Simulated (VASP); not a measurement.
## HfC: relaxation of cell and atoms with PBE+D3

Crystal: HfC.

```
CELL_PARAMETERS angstrom
0.00000 2.32500 2.32500
2.32500 0.00000 2.32500
2.32500 2.32500 0.00000
ATOMIC_POSITIONS crystal
Hf 0.50000 0.50000 0.50000
C 0.00000 0.00000 0.00000
```

```
Program                : VASP 6.6.1
Task                   : relaxation of cell and atoms
Functional             : PBE
Dispersion             : D3
Potentials or basis    : VASP PAW PBE potentials, release 64 (Hf_pv, C)
Cutoff                 : 600 eV
k mesh                 : 10 × 10 × 10
Occupations            : fermi-dirac, width 0.05 eV
Spin                   : no spin polarisation
Further INCAR settings : ALGO = Normal; EDIFF = 1e-06; IBRION = 2; EDIFFG = -0.01; NSW = 40; ISIF = 3
```

* Relaxed volume: 12.33 Å³/atom
* Relaxed cell: a = 3.267 Å, b = 3.267 Å, c = 3.267 Å, α = 60.00°, β = 60.00°, γ = 60.00°
* Space group after relaxing (to 0.05 Å): Fm-3m (No. 225)
* Energy gained by relaxing: 3.6 meV/atom
* Ionic steps: 3
* Pressure after relaxing: -0.1 GPa
* Band gap on the k mesh: none (metal or under the smearing width)
* Dispersion energy per atom: -0.281 eV

Step by step:
| step | energy change (eV) | largest force (eV/Å) | pressure (GPa) | volume (Å³) |
| --- | --- | --- | --- | --- |
| 1 | 0.0000 | 0.0000 | -4.66 | 25.14 |
| 2 | 0.0154 | 0.0000 | 9.05 | 23.83 |
| 3 | -0.0072 | 0.0000 | -0.07 | 24.66 |

Final structure:
```yaml
crystal:
  lattice:
    - [0.00000, 2.31011, 2.31011]
    - [2.31011, 0.00000, 2.31011]
    - [2.31011, 2.31011, 0.00000]
  atoms:
    - { symbol: Hf, position: [0.50000, 0.50000, 0.50000] }
    - { symbol: C, position: [0.00000, 0.00000, 0.00000] }
```

Levels at points of the mesh, in eV from the Fermi level:
```tsv
k point	band 3	band 4	band 5	band 6	band 7	band 8	band 9	band 10	band 11
(0.00, 0.00, 0.00)	-29.49	-12.43	0.99	0.99	0.99	1.38	1.38	1.38	3.43
(0.50, 0.00, 0.00)	-29.57	-8.57	-6.25	-3.07	-3.07	5.41	5.41	5.89	6.63
(0.50, 0.50, 0.00)	-29.74	-10.52	-2.59	-1.86	-0.10	-0.10	5.40	6.87	6.87
```

Run time: 22 s on 1 thread of AMD EPYC 9R45 96-Core Processor (Zen 5) (shared host), peak memory 0.15 GiB.

Caveat: pairwise dispersion overbinds metals, which lowers pressure and volume. Spin-orbit coupling is left out, which matters for the levels of Hf.
